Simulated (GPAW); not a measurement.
# PtS2 (P-3m1) in GPAW: settings compared

The runs below take PtS2 through band structure, dielectric tensor, single point, hybrid scf, with PBEsol, LDA, TB-mBJ, SCAN0.

All numbers are computed with GPAW 26.7.0; they aren't measurements. Logs are shortened: lines on timing, memory, paths and dates and some standing lists are left out, and cuts for length are marked. The log counts tension as positive stress, the text compression.

## Step 1: The crystal as given

It takes space group P-3m1 (No. 164, trigonal). Conventional cell: a = 3.543 Å, b = 3.543 Å, c = 5.039 Å, α = 90.00°, β = 90.00°, γ = 120.00°. Pt (site symmetry -3m) is surrounded by 6 S at 2.34 Å. S (site symmetry 3m) is surrounded by 3 Pt at 2.34 Å.

## Step 2: Band structure, PBEsol

run.py

```python
from ase import Atoms
from ase.dft.bandgap import bandgap
from ase.io import write
from ase.units import GPa
from gpaw import GPAW, PW, setup_paths

setup_paths.insert(0, '.')

atoms = Atoms(['Pt', 'S', 'S'],
              cell=[[3.5432, 0.0, 0.0],
                    [-1.7716, 3.0685012107, 0.0],
                    [0.0, 0.0, 5.0388]],
              scaled_positions=[[0.0, 0.0, 0.0],
                                [0.6666666667, 0.3333333333, 0.773],
                                [0.3333333333, 0.6666666667, 0.227]],
              pbc=True)

calc = GPAW(mode=PW(600),
            xc='PBEsol',
            kpts={'size': (9, 9, 5), 'gamma': True},
            occupations={'name': 'fermi-dirac', 'width': 0.05},
            nbands=26,
            convergence={'density': 1e-05, 'energy': 1e-05},
            maxiter=150,
            txt='gpaw.txt')
atoms.calc = calc
energy = atoms.get_potential_energy()
forces = atoms.get_forces()
stress = atoms.get_stress()
calc.write('gs.gpw')
write('result.traj', atoms)
print(f'Energy: {energy:.6f} eV')
print('Forces (eV/A):')
print(forces.round(4))
print('Stress (GPa):', (stress / GPa).round(3))
print('Fermi level:', round(calc.get_fermi_level(), 4), 'eV')
print(f'Gap: {bandgap(calc)[0]:.4f} eV, direct: {bandgap(calc, direct=True)[0]:.4f} eV')

path = atoms.cell.bandpath('GMKGALHA,LM,KH', npoints=60, eps=1e-4)
bs_calc = calc.fixed_density(kpts=path, symmetry='off', nbands=40,
                             convergence={'bands': 'CBM+6.0', 'eigenstates': 1e-6}, txt='bands.txt')
bs = bs_calc.band_structure()
bs.write('bs.json')
print(f'Gap on the path: {bandgap(bs_calc)[0]:.4f} eV')
```

Potentials or basis: PAW data sets generated in the run's folder for this functional, pw.

Command:

```sh
gpaw-setup -f PBEsol Pt S
OMP_NUM_THREADS=1 python run.py
```

gpaw.txt:

```text
__  _  _
 | _ |_)|_||  |
 |__||  | ||/\| - 26.7.0

Input parameters:
  mode=PW(ecut=600.0),
  convergence={'density': 1e-05, 'energy': 1e-05},
  kpts=MonkhorstPack(size=(9, 9, 5), gamma=True),
  maxiter=150,
  nbands=26,
  occupations=Occupations(name='fermi-dirac', width=0.05),
  xc=XC(name='PBEsol')

Diagonalizing LCAO Hamiltonian
Converting LCAO to pw mode

            S

         S

       Pt

Atoms  # Å, Bohr magnetons
|   | symbol |         x |        y |        z |    initial magnetic moments |
|---|--------|-----------|----------|----------|-----------------------------|
| 0 |     Pt |  0.000000 | 0.000000 | 0.000000 | ( 0.0000,  0.0000,  0.0000) |
| 1 |      S |  1.771600 | 1.022834 | 3.894992 | ( 0.0000,  0.0000,  0.0000) |
| 2 |      S | -0.000000 | 2.045667 | 1.143808 | ( 0.0000,  0.0000,  0.0000) |

Unit cell  # Å
| periodic |         x |        y |        z |  lengths |     angles |
|----------|-----------|----------|----------|----------|------------|
|      yes |  3.543200 | 0.000000 | 0.000000 | 3.543200 |  90.000000 |
|      yes | -1.771600 | 3.068501 | 0.000000 | 3.543200 |  90.000000 |
|      yes |  0.000000 | 0.000000 | 5.038800 | 5.038800 | 120.000000 |

Number of symmetries: 12
Symmetry operations  # r_c * U_cc + t_c -> r_c
|    | kind |            matrix            |
|----|------|------------------------------|
|  0 |  σ   |  1, 1, 0,  0,-1, 0,  0, 0, 1 |
|  1 |  S6  |  1, 1, 0, -1, 0, 0,  0, 0,-1 |
|  2 |  E   |  1, 0, 0,  0, 1, 0,  0, 0, 1 |
|  3 |  C2  |  1, 0, 0, -1,-1, 0,  0, 0,-1 |
|  4 |  C2  |  0, 1, 0,  1, 0, 0,  0, 0,-1 |
|  5 |  C3  |  0, 1, 0, -1,-1, 0,  0, 0, 1 |
|  6 |  S6  |  0,-1, 0,  1, 1, 0,  0, 0,-1 |
|  7 |  σ   |  0,-1, 0, -1, 0, 0,  0, 0, 1 |
|  8 |  σ   | -1, 0, 0,  1, 1, 0,  0, 0, 1 |
|  9 |  i   | -1, 0, 0,  0,-1, 0,  0, 0,-1 |
| 10 |  C3  | -1,-1, 0,  1, 0, 0,  0, 0, 1 |
| 11 |  C2  | -1,-1, 0,  0, 1, 0,  0, 0,-1 |

BZ-sampling:
  Number of BZ points: 405
  Number of IBZ points: 50

  Monkhorst-Pack size: [9, 9, 5]
  Monkhorst-Pack shift: [0, 0, 0]

K-points  # in reciprocal-cell coordinates
|     |                                coordinates |     weight |
|-----|--------------------------------------------|------------|
|   0 | (  0.00000000,   0.00000000,   0.00000000) | 0.00246914 |
|   1 | (  0.00000000,   0.00000000,   0.20000000) | 0.00493827 |
|   2 | (  0.00000000,   0.00000000,   0.40000000) | 0.00493827 |
|   3 | (  0.11111111,   0.00000000,  -0.40000000) | 0.01481481 |
|   4 | (  0.11111111,   0.00000000,  -0.20000000) | 0.01481481 |
|   5 | (  0.11111111,   0.00000000,   0.00000000) | 0.01481481 |
|   6 | (  0.11111111,   0.00000000,   0.20000000) | 0.01481481 |
|   7 | (  0.11111111,   0.00000000,   0.40000000) | 0.01481481 |
|   8 | (  0.22222222,  -0.11111111,   0.00000000) | 0.01481481 |
|   9 | (  0.22222222,  -0.11111111,   0.20000000) | 0.02962963 |
| ... |                                            |            |
|  49 | (  0.44444444,   0.44444444,   0.40000000) | 0.02962963 |

Plane wave coefficients: 1863
Cutoff: 600.0 eV

Spin-components: 1 (collinear spins)
Bands:           26
Projectors:      16
Spin-degeneracy: 2
Datatype:        complex128

Parallelization:
  kpt:    1
  domain: 1
  band:   1

Density:
  Valence electrons: 28.0
  Components: 1
  Grid points: [21 21 30]
  Charge: 0.0  # |e|

Potential:
  Grid points: [21 21 30]

species:
  Pt:
    name:    Platinum
    Z:       78.0
    valence: 16
    core:    62
    charge:  0.0  # [|e|]
    compensation charges:
      type: gauss
      rc: 0.41  # [Å]
      lmax: 2
    cutoffs:
      filter: 2.26  # [Å]
      core: 2.26  # [Å]
    projectors
    | kind |    occ | energy [eV] | rcut [Å] |
    |------|--------|-------------|----------|
    |   6s |  1.000 |      -5.666 |    1.307 |
    |   5p |  6.000 |     -56.073 |    1.371 |
    |   6p |  0.000 |      -0.783 |    1.371 |
    |   5d |  9.000 |      -6.179 |    1.307 |
    |    s |        |      21.545 |    1.307 |
    |    d |        |      21.032 |    1.307 |

    Using partial waves for Pt as LCAO basis

  S:
    name:    Sulfur
    Z:       16.0
    valence: 6
    core:    10
    charge:  0.0  # [|e|]
    compensation charges:
      type: gauss
      rc: 0.24  # [Å]
      lmax: 2
    cutoffs:
      filter: 1.77  # [Å]
      core: 1.66  # [Å]
    projectors
    | kind |    occ | energy [eV] | rcut [Å] |
    |------|--------|-------------|----------|
    |   3s |  2.000 |     -17.192 |    0.974 |
    |   3p |  4.000 |      -6.978 |    0.979 |
    |    s |        |      10.020 |    0.974 |
    |    p |        |      20.234 |    0.979 |
    |    d |        |       0.000 |    0.900 |

    Using partial waves for S as LCAO basis

Reference energy: -521915.989661  # eV

eigensolver:
  PPCG
  Converge bands: occupied
  niter=2

density mixing:
  MSR1-Mixer
  Pratt-step length: 0.05
  Maximum mixing coefficient: 0.75
  Old densities: 10
  SVD Regularization: 0.005
  Good broyden scale: 1.0
  Trust region scale: 1.0
  Backstep threshold: 4.0
  History deletion threshold: 6.0
  Fourier metric: weight=20.0, sigma=0.015

occupation numbers:
  Fermi-Dirac:
    width: 0.0500  # eV

poisson solver:
  ecut: 4800.0  # eV

xc functional:
  name: PBEsol with 2 nearest neighbor stencil

convergence criteria:
[... 6 lines left out ...]
|iter     | |      energy | eigst |  dens |
|---------|-|-------------|-------|-------|
|iter:   1| |  -18.733334 | +0.37 |       |
|iter:   2| |  -18.198957 | -1.66 | -1.06 |
|iter:   3| |  -17.227056 | -1.56 | -1.13 |
|iter:   4| |  -17.193644 | -3.23 | -1.61 |
|iter:   5| |  -17.174519 | -3.37 | -1.84 |
|iter:   6| |  -17.174368 | -4.75 | -2.78 |
|iter:   7| |  -17.174420c| -5.12 | -3.24 |
|iter:   8| |  -17.174425c| -6.57 | -4.03 |
|iter:   9| |  -17.174426c| -7.53c| -4.50 |
|iter:  10| |  -17.174426c| -8.09c| -4.87 |
|iter:  11| |  -17.174426c| -8.89c| -5.68c|

Converged in 11 steps
Energy contributions relative to reference atoms: (reference = -521915.989661)

Energy contributions:
  Kinetic:           7.656907
  Coulomb:          -8.934310
  Zero:             -0.355508
  External:          0.000000
  Xc:              -15.541510
  Entropy:          -0.000010
  Spinorbit:         0.000000
  ----------------------------
  Free energy:     -17.174430
  Extrapolated:    -17.174426

dipole moment: (-6.157239, -10.664651, -17.512472)  # |e|*Ang

Fermi level: 7.757
Eigenvalues  # (at kpt = [0.000, 0.000, 0.000])
| band index |      eig [eV] | occ [0-2] |
|------------|---------------|-----------|
|          0 |       -46.620 |     2.000 |
|        ... |               |           |
|          6 |         0.244 |     2.000 |
|          7 |         0.355 |     2.000 |
|          8 |         3.277 |     2.000 |
|          9 |         3.277 |     2.000 |
|         10 |         5.492 |     2.000 |
|         11 |         6.180 |     2.000 |
[... 8 lines left out ...]
|         20 |        19.151 |     0.000 |
|         21 |        19.794 |     0.000 |
|        ... |               |           |
|         25 |        20.949 |     0.000 |

Gap: 0.926 eV
Transition (v -> c):
  (s=0, k=12, n=13, [0.22, 0.00, -0.20]) -> (s=0, k=22, n=14, [0.33, 0.00, -0.20])
Direct/indirect transitions are different
Direct gap: 0.969 eV
Transition at: (s=0, k=12, n=13, [0.22, 0.00, -0.20])

Forces  # eV/Ang
|        x |       y |        z |
|----------|---------|----------|
| -0.00000 | 0.00000 |  0.00000 |  # Pt   0
| -0.00000 | 0.00000 | -0.96903 |  # S    1
|  0.00000 | 0.00000 |  0.96903 |  # S    2

Stress tensor  # eV/Ang^3
|         x |         y |         z |
|-----------|-----------|-----------|
| -0.041329 |  0.000000 |  0.000000 |
|  0.000000 | -0.041329 |  0.000000 |
|  0.000000 |  0.000000 | -0.036673 |

# Writing to gs.gpw (mode='')
```

stdout:

```text
Energy: -17.174426 eV
Forces (eV/A):
[[-0.     0.     0.   ]
 [-0.     0.    -0.969]
 [ 0.     0.     0.969]]
Stress (GPa): [-6.622 -6.622 -5.876  0.     0.     0.   ]
Fermi level: 7.7572 eV
Gap: 0.9258 eV, direct: 0.9693 eV
Gap on the path: 0.9288 eV
```

bands.txt:

```text
Diagonalizing LCAO Hamiltonian
Converting LCAO to pw mode
convergence criteria:
- Maximum integral of absolute [eigenst]ate change: 1e-06 eV^2 / valence electron
maximum number of iterations: 150

SCF iterations
|iter     | |      energy | eigst |  dens |
|---------|-|-------------|-------|-------|
|iter:   1| |             | +0.76 |       |
[... 65 lines left out ...]
         [0.5       , 0.        , 0.1       ],
         [0.5       , 0.        , 0.        ],
         [0.33333333, 0.33333333, 0.        ],
         [0.33333333, 0.33333333, 0.1       ],
         [0.33333333, 0.33333333, 0.2       ],
         [0.33333333, 0.33333333, 0.3       ],
         [0.33333333, 0.33333333, 0.4       ],
         [0.33333333, 0.33333333, 0.5       ]])),
  maxiter=150,
  nbands=40,
  occupations=Occupations(name='fermi-dirac', width=0.05),
  symmetry=Symmetry(point_group=False, time_reversal=False),
  xc=XC(name='PBEsol')
```

Run time: 66 s. Hardware: 1 thread of Intel Xeon 6975P-C (Granite Rapids), shared host; peak memory 0.32 GiB.

Results:

```yaml
Free_energy: -17.1744 eV
Pressure: 6.4 GPa
Largest_force: 0.969 eV/Å
Band_gap_on_the_k_mesh: 0.93 eV, indirect (least direct gap 0.97 eV)
Band_gap_along_the_path: 0.93 eV, indirect (least direct gap 1.48 eV)
```

Forces in eV/Å, atoms in the order of the input:
```
Pt   0.000  0.000  0.000
S    0.000  0.000 -0.969
S    0.000  0.000  0.969
```

Stress tensor (GPa, compression positive):
```
6.62 0.00 0.00
0.00 6.62 0.00
0.00 0.00 5.88
```

Levels at the corners of the path, in eV from the valence-band top:
```
point  band 12  band 13  band 14  band 15  band 16  band 17
    Γ    -1.11    -1.11    -0.11     2.44     2.44     4.65
    M    -3.26    -3.01    -2.35     1.73     2.82     5.44
    K    -2.69    -1.50    -1.50     0.98     0.98     5.62
    Γ    -1.11    -1.11    -0.11     2.44     2.44     4.65
    A    -1.30    -1.30    -0.89     2.91     2.91     5.33
    L    -3.10    -2.74    -1.35     2.06     2.31     5.32
    H    -3.58    -1.90    -1.90     2.20     2.20     7.25
    A    -1.30    -1.30    -0.89     2.91     2.91     5.33
    L    -3.10    -2.74    -1.35     2.06     2.31     5.32
    M    -3.26    -3.01    -2.35     1.73     2.82     5.44
    K    -2.69    -1.50    -1.50     0.98     0.98     5.62
    H    -3.58    -1.90    -1.90     2.20     2.20     7.25
```

Caveat: spin-orbit coupling is left out, which moves the levels of the heavy elements.

## Step 3: Band structure, PBEsol, spin-orbit coupling, no magnetisation

run.py, as its differences from that of step 2:

```diff
@@ -1 +1,2 @@
+import numpy as np
 from ase import Atoms
@@ -5,2 +6,3 @@
 from gpaw import GPAW, PW, setup_paths
+from gpaw.spinorbit import soc_eigenstates
 
@@ -44 +46,7 @@
 print(f'Gap on the path: {bandgap(bs_calc)[0]:.4f} eV')
+
+soc = soc_eigenstates(bs_calc, theta=54.7, phi=45)
+np.savetxt('soc_bands.dat', soc.eigenvalues(), fmt='%.4f')
+mesh = soc_eigenstates('gs.gpw', theta=54.7, phi=45)
+np.savetxt('soc_mesh.dat', mesh.eigenvalues(), fmt='%.4f')
+print('Fermi level with spin-orbit coupling:', round(mesh.fermi_level, 4), 'eV')
```

Potentials or basis: PAW data sets generated in the run's folder for this functional, pw.

Command:

```sh
gpaw-setup -f PBEsol Pt S
OMP_NUM_THREADS=1 python run.py
```

It took 57 s on 1 thread of Intel Xeon 6975P-C (Granite Rapids), shared host; peak memory 0.38 GiB.

The run converged. Its results:

```
Free energy             : -17.1744 eV
Pressure                : 6.4 GPa
Largest force           : 0.969 eV/Å
Band gap on the k mesh  : 0.88 eV, indirect (least direct gap 1.02 eV)
Band gap along the path : 0.92 eV, indirect (least direct gap 1.48 eV)
```

Forces on the atoms (eV/Å):
```
Pt   0.000  0.000  0.000
S    0.000  0.000 -0.969
S    0.000  0.000  0.969
```

Stress tensor (GPa, compression positive):
```
6.62 0.00 0.00
0.00 6.62 0.00
0.00 0.00 5.88
```

Levels at the corners of the path, in eV from the valence-band top:
```csv
point,band 24,band 25,band 26,band 27,band 28,band 29,band 30,band 31,band 32,band 33
Γ,-1.28,-0.95,-0.95,-0.12,-0.12,2.28,2.28,2.62,2.62,4.62
M,-3.02,-2.95,-2.95,-2.18,-2.18,1.75,1.75,2.84,2.84,5.45
K,-2.68,-1.54,-1.54,-1.37,-1.37,0.92,0.92,1.13,1.13,5.62
Γ,-1.28,-0.95,-0.95,-0.12,-0.12,2.28,2.28,2.62,2.62,4.62
A,-1.44,-1.15,-1.15,-0.86,-0.86,2.75,2.75,3.10,3.10,5.23
L,-3.07,-2.48,-2.48,-1.32,-1.32,2.02,2.02,2.40,2.40,5.31
H,-3.50,-1.88,-1.88,-1.76,-1.76,2.21,2.21,2.23,2.23,7.24
A,-1.44,-1.15,-1.15,-0.86,-0.86,2.75,2.75,3.10,3.10,5.23
L,-3.07,-2.48,-2.48,-1.32,-1.32,2.02,2.02,2.40,2.40,5.31
M,-3.02,-2.95,-2.95,-2.18,-2.18,1.75,1.75,2.84,2.84,5.45
K,-2.68,-1.54,-1.54,-1.37,-1.37,0.92,0.92,1.13,1.13,5.62
H,-3.50,-1.88,-1.88,-1.76,-1.76,2.21,2.21,2.23,2.23,7.24
```

Caveat: spin-orbit coupling was added after a scalar SCF, so levels and gaps hold it while energy, forces, pressure and moments don't; this program's spin-orbit splittings come out too wide for heavy elements.

## Step 4: Dielectric tensor, LDA

run.py

```python
import numpy as np
from ase import Atoms
from ase.dft.bandgap import bandgap
from ase.io import write
from gpaw import GPAW, PW
from gpaw.response.df import DielectricFunction

atoms = Atoms(['Pt', 'S', 'S'],
              cell=[[3.5432, 0.0, 0.0],
                    [-1.7716, 3.0685012107, 0.0],
                    [0.0, 0.0, 5.0388]],
              scaled_positions=[[0.0, 0.0, 0.0],
                                [0.6666666667, 0.3333333333, 0.773],
                                [0.3333333333, 0.6666666667, 0.227]],
              pbc=True)

calc = GPAW(mode=PW(450),
            xc='LDA',
            kpts={'size': (7, 7, 4), 'gamma': True},
            occupations={'name': 'fermi-dirac', 'width': 0.001},
            nbands=26,
            convergence={'density': 1e-06},
            maxiter=150,
            txt='gpaw.txt')
atoms.calc = calc
energy = atoms.get_potential_energy()
calc.write('gs.gpw')
write('result.traj', atoms)
print(f'Energy: {energy:.6f} eV')
print('Fermi level:', round(calc.get_fermi_level(), 4), 'eV')
print(f'Gap: {bandgap(calc)[0]:.4f} eV, direct: {bandgap(calc, direct=True)[0]:.4f} eV')

for size in [(12, 12, 7), (17, 17, 10)]:
    name = 'x'.join(str(n) for n in size)
    dense = calc.fixed_density(kpts={'size': size, 'gamma': True},
                               nbands=50, convergence={'bands': 44, 'eigenstates': 1e-7},
                               update_fermi_level=True, txt=f'dense-{name}.txt')
    dense.write(f'{name}.gpw', mode='all')
    df = DielectricFunction(f'{name}.gpw', frequencies=np.array([0.0]), hilbert=False, eta=0.001,
                            ecut=80, nbands=44, intraband=False, txt=f'df-{name}.txt')
    for xc in ['RPA', 'LR0.1', 'ALDA']:
        for direction in ['x', 'y', 'z', [0, 1, 1], [1, 0, 1], [1, 1, 0]]:
            e0, e = df.get_macroscopic_dielectric_constant(xc=xc, direction=direction)
            print(f'{name} {xc} {direction}: {e0:.4f} without, {e:.4f} with local fields')
```

Potentials or basis: the program's PAW data sets (release 1.2.1) made for this functional, pw.

Command:

```sh
OMP_NUM_THREADS=1 python run.py
```

gpaw.txt:

```text
__  _  _
 | _ |_)|_||  |
 |__||  | ||/\| - 26.7.0

Input parameters:
  mode=PW(ecut=450.00000000000006),
  convergence={'density': 1e-06},
  kpts=MonkhorstPack(size=(7, 7, 4), gamma=True),
  maxiter=150,
  nbands=26,
  occupations=Occupations(name='fermi-dirac', width=0.001),
  xc=XC(name='LDA')

Diagonalizing LCAO Hamiltonian
Converting LCAO to pw mode

            S

         S

       Pt

Atoms  # Å, Bohr magnetons
|   | symbol |         x |        y |        z |    initial magnetic moments |
|---|--------|-----------|----------|----------|-----------------------------|
| 0 |     Pt |  0.000000 | 0.000000 | 0.000000 | ( 0.0000,  0.0000,  0.0000) |
| 1 |      S |  1.771600 | 1.022834 | 3.894992 | ( 0.0000,  0.0000,  0.0000) |
| 2 |      S | -0.000000 | 2.045667 | 1.143808 | ( 0.0000,  0.0000,  0.0000) |

Unit cell  # Å
| periodic |         x |        y |        z |  lengths |     angles |
[... 162 lines left out ...]
|iter:   7| |  -18.476597c| -5.46 | -3.20 |
|iter:   8| |  -18.476598c| -6.97 | -4.04 |
|iter:   9| |  -18.476599c| -8.11c| -4.57 |
|iter:  10| |  -18.476599c| -7.90c| -4.93 |
|iter:  11| |  -18.476599c| -8.72c| -5.69 |
|iter:  12| |  -18.476599c| -9.35c| -6.32c|

Converged in 12 steps
Energy contributions relative to reference atoms: (reference = -521745.916756)

Energy contributions:
  Kinetic:           9.215967
  Coulomb:         -10.106139
  Zero:             -0.504090
  External:          0.000000
  Xc:              -17.082337
  Entropy:          -0.000000
  Spinorbit:         0.000000
  ----------------------------
  Free energy:     -18.476599
  Extrapolated:    -18.476599

dipole moment: (-6.165647, -10.679213, -17.536386)  # |e|*Ang

Fermi level: 7.774
Eigenvalues  # (at kpt = [0.000, 0.000, 0.000])
| band index |      eig [eV] | occ [0-2] |
|------------|---------------|-----------|
|          0 |       -46.789 |     2.000 |
|        ... |               |           |
|          6 |         0.083 |     2.000 |
|          7 |         0.206 |     2.000 |
|          8 |         3.123 |     2.000 |
|          9 |         3.124 |     2.000 |
|         10 |         5.339 |     2.000 |
|         11 |         6.023 |     2.000 |
[... 8 lines left out ...]
|         20 |        18.929 |     0.000 |
|         21 |        19.662 |     0.000 |
|        ... |               |           |
|         25 |        20.744 |     0.000 |

Gap: 0.699 eV
Transition (v -> c):
  (s=0, k=4, n=13, [0.14, 0.00, 0.00]) -> (s=0, k=10, n=14, [0.29, 0.00, -0.25])
Direct/indirect transitions are different
Direct gap: 0.863 eV
Transition at: (s=0, k=10, n=13, [0.29, 0.00, -0.25])
# Writing to gs.gpw (mode='')
```

Wall time 13 min (1 thread of AMD EPYC 7R43 (Zen 3), shared host); peak memory 1.6 GiB.

What came out:

```yaml
Free_energy: -18.4766 eV
Band_gap_on_the_k_mesh: 0.70 eV, indirect (least direct gap 0.86 eV)
Electronic_dielectric_tensor_diagonal: 17.66, 17.66, 10.51
```

Electronic dielectric tensor:
```
17.66  0.00  0.00
 0.00 17.66  0.00
 0.00  0.00 10.51
```

Caveat: the gap is small at this level, which inflates the dielectric constant; the long-wavelength limit can be off by several per cent where d states take part; spin-orbit coupling is left out, which moves the levels of the heavy elements; an odd mesh through Γ misses points on the zone boundary, where band edges often lie.

(Part 1 of 2 ends here.)
